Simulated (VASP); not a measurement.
## Lattice of InSe, functional by functional

Which functional gives which lattice for InSe? The starting structure is a measured crystal structure from the Crystallography Open Database. The first relaxation on each setting starts from this cell expanded by 3 % in volume.

Calculated with VASP 6.6.1; Kohn-Sham DFT with plane waves and PAW; PBEsol, LDA, PBE, PBEsol + D3(BJ) and r2SCAN.

## (1) Set-up

The structure is trigonal, space group R3m (No. 160). The conventional cell has a = 4.000 Å, b = 4.000 Å, c = 24.950 Å, α = 90.00°, β = 90.00°, γ = 120.00°. In has 3 Se at 2.64 Å and 1 In at 2.80 Å nearest. Nearest to Se lie 3 In at 2.64 Å. Se has 3 In at 2.64 Å nearest. Farther neighbours and most contacts between anions are not listed.

## (2) Relaxation with PBEsol

PBEsol restores the gradient expansion of exchange and is tuned for the cells of solids.

Input file INCAR:

```
SYSTEM = InSe
PREC = Accurate
ENCUT = 450
EDIFF = 1E-06
NELM = 100
ISMEAR = 0
SIGMA = 0.03
LREAL = .FALSE.
ALGO = Normal
GGA = PS
NBANDS = 25
LORBIT = 11
LWAVE = .FALSE.
LCHARG = .FALSE.
KPAR = 8
IBRION = 2
NSW = 50
ISIF = 3
EDIFFG = -0.006
```

Input file POSCAR:

```
InSe
1.0
    2.0198032681      1.1661339606      8.3990152565
   -2.0198032681      1.1661339606      8.3990152565
    0.0000000000     -2.3322679211      8.3990152565
In Se
2 2
Direct
    0.8878000000      0.8878000000      0.8878000000
    0.0000000000      0.0000000000      0.0000000000
    0.1700000000      0.1700000000      0.1700000000
    0.3845000000      0.3845000000      0.3845000000
```

Input file KPOINTS:

```
Automatic mesh
0
Gamma
6 6 6
0 0 0
```

The projector-augmented-wave data sets are In_d and Se (PBE family, release 64).

Command:

```
mpirun -np 8 vasp_std
```

The program printed:

```text
[banner, memory and clock lines left out]
running    8 mpi-ranks, on    1 nodes
 distrk:  each k-point on    1 cores,    8 groups
 distr:  one band on    1 cores,    1 groups

 POSCAR found type information on POSCAR InSe
 POSCAR found :  2 types and       4 ions
|                                                                             |
|           W    W    AA    RRRRR   N    N  II  N    N   GGGG   !!!           |
|           W    W   A  A   R    R  NN   N  II  NN   N  G    G  !!!           |
|           W    W  A    A  R    R  N N  N  II  N N  N  G       !!!           |
|           W WW W  AAAAAA  RRRRR   N  N N  II  N  N N  G  GGG   !            |
|           WW  WW  A    A  R   R   N   NN  II  N   NN  G    G                |
|           W    W  A    A  R    R  N    N  II  N    N   GGGG   !!!           |
|                                                                             |
|     For optimal performance we recommend to set                             |
|       NCORE = 2 up to number-of-cores-per-socket                            |
|     NCORE specifies how many cores store one orbital (NPAR=cpu/NCORE).      |
|     This setting can greatly improve the performance of VASP for DFT.       |
|     The default, NCORE=1 might be grossly inefficient on modern             |
|     multi-core architectures or massively parallel machines. Do your        |
|     Unfortunately you need to use the default for GW and RPA                |
|     calculations (for HF NCORE is supported but not extensively tested      |
|     yet).                                                                   |
|                                                                             |

|                                                                             |
|               ----> ADVICE to this user running VASP <----                  |
|                                                                             |
|     You enforced a specific xc type in the INCAR file but a different       |
|     [... a line on the potential file left out ...]
|     I HOPE YOU KNOW WHAT YOU ARE DOING!                                     |
|                                                                             |

 LDA part: xc-table for (Slater+PW92), standard interpolation
 POSCAR, INCAR and KPOINTS ok, starting setup
 FFT: planning ... GRIDC
 FFT: planning ... GRID_SOFT
 FFT: planning ... GRID
 WAVECAR not read
 entering main loop
       N       E                     dE             d eps       ncg     rms          rms(c)
DAV:   1     0.314189012300E+03    0.31419E+03   -0.16084E+04  1600   0.152E+03
DAV:   2     0.197153450737E+02   -0.29447E+03   -0.28803E+03  1603   0.373E+02
DAV:   3    -0.146608249198E+02   -0.34376E+02   -0.33964E+02  2126   0.144E+02
DAV:   4    -0.159811140138E+02   -0.13203E+01   -0.13179E+01  1782   0.307E+01
DAV:   5    -0.160446959127E+02   -0.63582E-01   -0.63575E-01  2647   0.616E+00    0.620E+00
DAV:   6    -0.156067758062E+02    0.43792E+00   -0.98322E-01  2175   0.169E+01    0.376E+00
DAV:   7    -0.155796997347E+02    0.27076E-01   -0.32498E-01  2156   0.436E+00    0.114E+00
DAV:   8    -0.155759924557E+02    0.37073E-02   -0.27174E-02  2387   0.184E+00    0.519E-01
DAV:   9    -0.155760518008E+02   -0.59345E-04   -0.47248E-03  1999   0.525E-01    0.144E-01
DAV:  10    -0.155760626357E+02   -0.10835E-04   -0.31346E-04  2215   0.140E-01    0.663E-02
DAV:  11    -0.155761231555E+02   -0.60520E-04   -0.12104E-04  1955   0.111E-01    0.191E-02
DAV:  12    -0.155761193798E+02    0.37758E-05   -0.15654E-05  2484   0.521E-02    0.124E-02
DAV:  13    -0.155761213959E+02   -0.20161E-05   -0.36824E-06  1453   0.127E-02    0.664E-03
DAV:  14    -0.155761219170E+02   -0.52109E-06   -0.15667E-06  1374   0.171E-02
   1 F= -.15576122E+02 E0= -.15576122E+02  d E =-.155761E+02
[... from here on, the cycles between the ionic steps are left out ...]
   2 F= -.15585458E+02 E0= -.15585458E+02  d E =-.933600E-02
   3 F= -.15586890E+02 E0= -.15586890E+02  d E =-.107683E-01
   4 F= -.15587768E+02 E0= -.15587768E+02  d E =-.877827E-03
   5 F= -.15587768E+02 E0= -.15587768E+02  d E =-.877948E-03
   6 F= -.15587871E+02 E0= -.15587871E+02  d E =-.103005E-03
   7 F= -.15588147E+02 E0= -.15588147E+02  d E =-.378827E-03
   8 F= -.15588555E+02 E0= -.15588555E+02  d E =-.786701E-03
   9 F= -.15588835E+02 E0= -.15588835E+02  d E =-.106680E-02
  10 F= -.15588887E+02 E0= -.15588887E+02  d E =-.516200E-04
  11 F= -.15589017E+02 E0= -.15589017E+02  d E =-.182249E-03
  12 F= -.15589172E+02 E0= -.15589172E+02  d E =-.336799E-03
  13 F= -.15589052E+02 E0= -.15589052E+02  d E =-.216636E-03
  14 F= -.15589196E+02 E0= -.15589196E+02  d E =-.361327E-03
  15 F= -.15589211E+02 E0= -.15589211E+02  d E =-.147604E-04
 ZBRENT: can't locate minimum, use default step
 trial-energy change:   -0.000015  1 .order   -0.000015   -0.000017   -0.000013
 step:   0.9475(harm=  0.9581)  dis= 0.00108  next Energy=   -15.589231 (dE=-0.344E-04)
 bond charge predicted
       N       E                     dE             d eps       ncg     rms          rms(c)
DAV:   1    -0.155892612625E+02   -0.50140E-04   -0.80632E-03  1955   0.516E-01    0.417E-02
DAV:   2    -0.155892441784E+02    0.17084E-04   -0.19978E-04  2235   0.141E-01    0.201E-02
DAV:   3    -0.155892332724E+02    0.10906E-04   -0.21223E-05  2178   0.443E-02    0.106E-02
DAV:   4    -0.155892314137E+02    0.18587E-05   -0.44337E-06  1805   0.212E-02    0.434E-03
DAV:   5    -0.155892314780E+02   -0.64291E-07   -0.56109E-07   828   0.811E-03
  16 F= -.15589231E+02 E0= -.15589231E+02  d E =-.351949E-04
 curvature:  -0.54 expect dE=-0.856E-06 dE for cont linesearch -0.589E-07
 trial: gam=-0.02291 g(F)=  0.610E-06 g(S)=  0.983E-06 ort = 0.297E-05 (trialstep = 0.379E+00)
 search vector abs. value=  0.150E-05
 reached required accuracy - stopping structural energy minimisation
```

It took 13 min on 8 MPI ranks of Intel Xeon Platinum 8488C (Sapphire Rapids), shared host; peak memory 4.6 GiB; 85 min of CPU time.

Lines that name or quote the potential files are left out of all logs, and their timing lines are given in words.

From OUTCAR (step 2):

```text
ion  position               nearest neighbor table
   1  0.888  0.888  0.888-   3 2.66   3 2.66   3 2.66   2 2.83
   2  0.000  0.000  0.000-   4 2.66   4 2.66   4 2.66   1 2.83
   3  0.170  0.170  0.170-   1 2.66   1 2.66   1 2.66
   4  0.385  0.385  0.385-   2 2.66   2 2.66   2 2.66

  LATTYP: Found a trigonal (rhomboedric) cell.
 ALAT       =     8.7168188541
 COS(alpha) =     0.8926178500

 Subroutine GETGRP returns: Found  6 space group operations
 (whereof  6 operations were pure point group operations)

The static configuration has the point symmetry C_3v.

 Found     32 irreducible k-points:

   k-points           NKPTS =     32   k-points in BZ     NKDIM =     32   number of bands    NBANDS=     25

   dimension x,y,z NGX =    60 NGY =   60 NGZ =   60
   dimension x,y,z NGXF=   120 NGYF=  120 NGZF=  120

   ENCUT  =  450.0 eV  33.07 Ry    5.75 a.u.  15.08 15.08 15.08*2*pi/ulx,y,z

   NELECT =      38.0000    total number of electrons

 k-points in reciprocal lattice and weights: Automatic mesh
   0.00000000  0.00000000  0.00000000       0.005
   0.16666667  0.00000000  0.00000000       0.028
   0.33333333  0.00000000  0.00000000       0.028
   0.50000000  0.00000000  0.00000000       0.014
   0.16666667  0.16666667  0.00000000       0.028
   0.33333333  0.16666667  0.00000000       0.056
   0.50000000  0.16666667  0.00000000       0.056
  -0.33333333  0.16666667 -0.00000000       0.056
  -0.16666667  0.16666667  0.00000000       0.028
[...]
-0.33333333  0.50000000  0.33333333       0.028
   0.50000000  0.50000000  0.50000000       0.005

 average (electrostatic) potential at core
       1 -97.0623       2 -97.0626       3 -54.0787       4 -54.0786

 E-fermi :   4.1200

 k-point     1 :       0.0000    0.0000    0.0000
  band No.  band energies     occupation
    ...
     15       2.3804      2.00000
     16       2.6394      2.00000
     17       2.6394      2.00000
     18       2.7254      2.00000
     19       2.7254      2.00000
     20       5.5447      0.00000
     21       5.9164      0.00000
     22       8.2144      0.00000
     23       8.2144      0.00000
     24       9.1461      0.00000
    ...

 k-point     2 :       0.1667    0.0000    0.0000
  band No.  band energies     occupation
    ...
     15       1.2011      2.00000
     16       2.1015      2.00000
     17       2.3183      2.00000
     18       2.4453      2.00000
     19       2.8618      2.00000
     20       6.0089      0.00000
     21       6.5611      0.00000
     22       7.5468      0.00000
     23       8.4337      0.00000
     24       8.4466      0.00000
    ...

 k-point     3 :       0.3333    0.0000    0.0000
  band No.  band energies     occupation
    ...
     15       0.0965      2.00000
     16       1.8190      2.00000
     17       1.8299      2.00000
     18       1.9324      2.00000
     19       2.7046      2.00000
     20       5.3572      0.00000
     21       5.9193      0.00000
     22       7.6440      0.00000
     23       8.0773      0.00000
     24       8.6216      0.00000
    ...

  Total        0.0049096      0.0049096     -0.0057725      0.0000000     -0.0000000      0.0000000
  in kB        0.0669871      0.0669871     -0.0787597      0.0000000     -0.0000000      0.0000000
  external PRESSURE =       0.0184048 kB  Pullay stress =       0.0000000 kB

  energy-cutoff  :      450.00
  volume of cell :      117.43
      direct lattice vectors                 reciprocal lattice vectors
     2.006354024  1.158369036  8.421014075     0.249208262  0.143880457  0.039583515
    -2.006354024  1.158369036  8.421014075    -0.249208262  0.143880457  0.039583515
    -0.000000000 -2.316738072  8.421014075     0.000000000 -0.287760915  0.039583515

 POSITION                                       TOTAL-FORCE (eV/Angst)
 -----------------------------------------------------------------------------------
     -0.00000      0.00000     22.45728         0.000000     -0.000000     -0.000885
     -0.00000      0.00000     25.23443        -0.000000      0.000000      0.002262
     -0.00000      0.00000      4.33770        -0.000000      0.000000      0.001015
     -0.00000      0.00000      9.67051         0.000000     -0.000000     -0.002392
 -----------------------------------------------------------------------------------
    total drift:                                0.000000      0.000000      0.000376

  FREE ENERGIE OF THE ION-ELECTRON SYSTEM (eV)
  ---------------------------------------------------
  free  energy   TOTEN  =       -15.5892314780 eV

  energy  without entropy=      -15.5892314780  energy(sigma->0) =      -15.58923148

 reached required accuracy - stopping structural energy minimisation

 total charge
# of ion       s       p       d       tot
------------------------------------------
    1        0.859   0.674   9.885  11.417
    2        0.858   0.673   9.885  11.416
    3        1.474   2.323   0.023   3.820
    4        1.475   2.322   0.023   3.820
--------------------------------------------------
tot          4.666   5.993  19.815  30.474

[... 3 further parts left out ...]
```

CONTCAR:

```
InSe
   1.00000000000000
     2.0063540242348994    1.1583690360335679    8.4210140749623310
    -2.0063540242348994    1.1583690360335679    8.4210140749623310
    -0.0000000000000000   -2.3167380719675505    8.4210140749622990
  In              Se
     2     2
Direct
     0.8889380080118613    0.8889380080118613    0.8889380080118612
     0.9988675426889742    0.9988675426889742    0.9988675426889742
     0.1717015052964130    0.1717015052964130    0.1717015052964131
     0.3827929440027543    0.3827929440027543    0.3827929440027543
```

Logs of long relaxations may skip ionic steps without a mark.

The PAW data sets were made with PBE, which is usual practice but a small mismatch for other functionals. The run keeps the 6 symmetry operations of its start, so it cannot find a distortion of lower symmetry.

With PBEsol the relaxed cell holds 29.357 Å³ an atom, +1.90 % against the measured cell, with a = 4.013 Å and c = 25.263 Å.

## (3) Relaxation with LDA

LDA, the lowest rung, knows the local density alone. This run starts from the cell of an earlier relaxation, which isn't shown; the restart sets up the plane waves anew.

Changes to INCAR since step 2:

```diff
@@ -9,3 +9,3 @@
 ALGO = Normal
-GGA = PS
+GGA = CA
 NBANDS = 25
```

Input file POSCAR:

```
InSe
1.0
    1.9894738778      1.1486232790      8.1279860148
   -1.9894738778      1.1486232790      8.1279860148
    0.0000000000     -2.2972465578      8.1279860148
In Se
2 2
Direct
    0.8876052236      0.8876052236      0.8876052236
    0.0001787523      0.0001787523      0.0001787523
    0.1690022668      0.1690022668      0.1690022668
    0.3855137573      0.3855137573      0.3855137573
```

KPOINTS is that of step 2.

The projector-augmented-wave data sets are In_d and Se (LDA family, release 64).

Command:

```
mpirun -np 8 vasp_std
```

The program printed:

```text
[banner, memory and clock lines left out]
running    8 mpi-ranks, on    1 nodes
[...]
[... a notice as in an earlier step ...]

 LDA part: xc-table for (Slater(with rela. corr.)+CA(PZ))
 , standard interpolation
 POSCAR, INCAR and KPOINTS ok, starting setup
[...]
entering main loop
       N       E                     dE             d eps       ncg     rms          rms(c)
DAV:   1     0.317656520495E+03    0.31766E+03   -0.16151E+04  1600   0.152E+03
DAV:   2     0.185990425091E+02   -0.29906E+03   -0.29253E+03  1650   0.383E+02
DAV:   3    -0.157793797183E+02   -0.34378E+02   -0.33645E+02  2125   0.144E+02
DAV:   4    -0.171048747959E+02   -0.13255E+01   -0.13234E+01  1799   0.307E+01
[...]
DAV:  11    -0.166650306800E+02   -0.12095E-04   -0.59841E-05  2128   0.838E-02    0.184E-02
DAV:  12    -0.166650271323E+02    0.35477E-05   -0.10861E-05  2373   0.361E-02    0.132E-02
DAV:  13    -0.166650274581E+02   -0.32579E-06   -0.16352E-06  1245   0.850E-03
   1 F= -.16665027E+02 E0= -.16665027E+02  d E =-.166650E+02
[...]
reached required accuracy - stopping structural energy minimisation
```

Elapsed: 67 s, on 8 MPI ranks; peak memory 3.1 GiB; 7.5 min of CPU time.

From OUTCAR (step 3):

```text
  Total        0.0151191      0.0151191      0.0160913      0.0000000      0.0000000      0.0000000
  in kB        0.2173633      0.2173633      0.2313401      0.0000000      0.0000000      0.0000000
  external PRESSURE =       0.2220222 kB  Pullay stress =       0.0000000 kB

 POSITION                                       TOTAL-FORCE (eV/Angst)
 -----------------------------------------------------------------------------------
      0.00000      0.00000     21.64333         0.000000      0.000000      0.000956
      0.00000      0.00000      0.00436         0.000000     -0.000000     -0.001194
      0.00000      0.00000      4.12094         0.000000     -0.000000     -0.001080
      0.00000      0.00000      9.40035         0.000000      0.000000      0.001318
 -----------------------------------------------------------------------------------
    total drift:                               -0.000000      0.000000     -0.000263

  FREE ENERGIE OF THE ION-ELECTRON SYSTEM (eV)
  ---------------------------------------------------
  free  energy   TOTEN  =       -16.6650274581 eV

  energy  without entropy=      -16.6650274508  energy(sigma->0) =      -16.66502745

[... 2 parts as in an earlier step ...]

[... 2 further parts left out ...]
[key lines of the parts left out:]
E-fermi :   4.6194
```

With LDA the relaxed cell holds 27.861 Å³ an atom, -3.29 % against the measured cell, with a = 3.979 Å and c = 24.384 Å. That is -5.10 % from PBEsol.

## (4) Relaxation with PBE

PBE, the usual starting point, adds the gradient of the density. This run starts from the cell of an earlier relaxation, which isn't shown and was stopped at its time limit.

Changes to INCAR since step 3:

```diff
@@ -9,3 +9,3 @@
 ALGO = Normal
-GGA = CA
+GGA = PE
 NBANDS = 25
```

Input file POSCAR:

```
InSe
1.0
    2.0448216031      1.1805783030      9.0995635991
   -2.0448216031      1.1805783030      9.0995635991
    0.0000000000     -2.3611566060      9.0995635991
In Se
2 2
Direct
    0.8921922804      0.8921922804      0.8921922804
    0.9956616183      0.9956616183      0.9956616183
    0.1787716527      0.1787716527      0.1787716527
    0.3756744486      0.3756744486      0.3756744486
```

KPOINTS is that of step 3.

Potentials, in the order of the species: In_d and Se (PBE family, release 64).

Command:

```
mpirun -np 8 vasp_std
```

The program printed:

```text
[banner, memory and clock lines left out]
running    8 mpi-ranks, on    1 nodes
[...]
[... a notice as in an earlier step ...]

 LDA part: xc-table for (Slater+PW92), standard interpolation
 POSCAR, INCAR and KPOINTS ok, starting setup
[...]
entering main loop
       N       E                     dE             d eps       ncg     rms          rms(c)
DAV:   1     0.311913200310E+03    0.31191E+03   -0.15931E+04  1600   0.146E+03
DAV:   2     0.205359199557E+02   -0.29138E+03   -0.28529E+03  1682   0.368E+02
DAV:   3    -0.133052617697E+02   -0.33841E+02   -0.33422E+02  2066   0.141E+02
DAV:   4    -0.146266737334E+02   -0.13214E+01   -0.13195E+01  1799   0.315E+01
[...]
DAV:  13    -0.142160814013E+02   -0.48072E-05   -0.10360E-05  1584   0.209E-02    0.703E-03
DAV:  14    -0.142160826724E+02   -0.12711E-05   -0.30808E-06  1417   0.176E-02    0.252E-03
DAV:  15    -0.142160828234E+02   -0.15099E-06   -0.31751E-07  1102   0.673E-03
   1 F= -.14216083E+02 E0= -.14216083E+02  d E =-.142161E+02
[...]
4 F= -.14216156E+02 E0= -.14216156E+02  d E =-.197844E-04
   5 F= -.14216184E+02 E0= -.14216184E+02  d E =-.475805E-04
   6 F= -.14216204E+02 E0= -.14216204E+02  d E =-.202634E-04
   7 F= -.14216257E+02 E0= -.14216257E+02  d E =-.731529E-04
   8 F= -.14216328E+02 E0= -.14216328E+02  d E =-.143813E-03
   9 F= -.14216331E+02 E0= -.14216331E+02  d E =-.146319E-03
  10 F= -.14216353E+02 E0= -.14216353E+02  d E =-.168333E-03
  11 F= -.14216358E+02 E0= -.14216358E+02  d E =-.592152E-05
  12 F= -.14216375E+02 E0= -.14216375E+02  d E =-.223558E-04
  13 F= -.14216406E+02 E0= -.14216406E+02  d E =-.534532E-04
  14 F= -.14216460E+02 E0= -.14216460E+02  d E =-.107885E-03
  15 F= -.14216538E+02 E0= -.14216538E+02  d E =-.185650E-03
  16 F= -.14216566E+02 E0= -.14216566E+02  d E =-.213640E-03
  17 F= -.14216576E+02 E0= -.14216576E+02  d E =-.223607E-03
  18 F= -.14216567E+02 E0= -.14216567E+02  d E =-.214666E-03
  19 F= -.14216620E+02 E0= -.14216620E+02  d E =-.530118E-04
  20 F= -.14216721E+02 E0= -.14216721E+02  d E =-.153623E-03
[...]
hard stop encountered!  aborting job ...
[...]
|     The electronic self-consistency was not achieved in the given           |
[...]
soft stop encountered!  aborting job ...
  21 F= -.14216669E+02 E0= -.14216669E+02  d E =-.158928E-16
 deleting file STOPCAR
```

It took 25 min on 8 MPI ranks; peak memory 6.3 GiB.

The run was stopped at its time limit, after 21 ionic steps.

(Continued in part 2 of 2.)

[Lines on the potential files, build, host, timing and source positions are cut from VASP's logs without a mark.]

[Logs are printed without paths, hosts, clocks, repeated set-up lines and the standing remarks that a program may print on its own settings, such as how far it seeks lower states.]

[Hosts, paths, dates, database ids (printed as entryN), source tags and the programs' standing remarks are cut or masked in the printed files.]
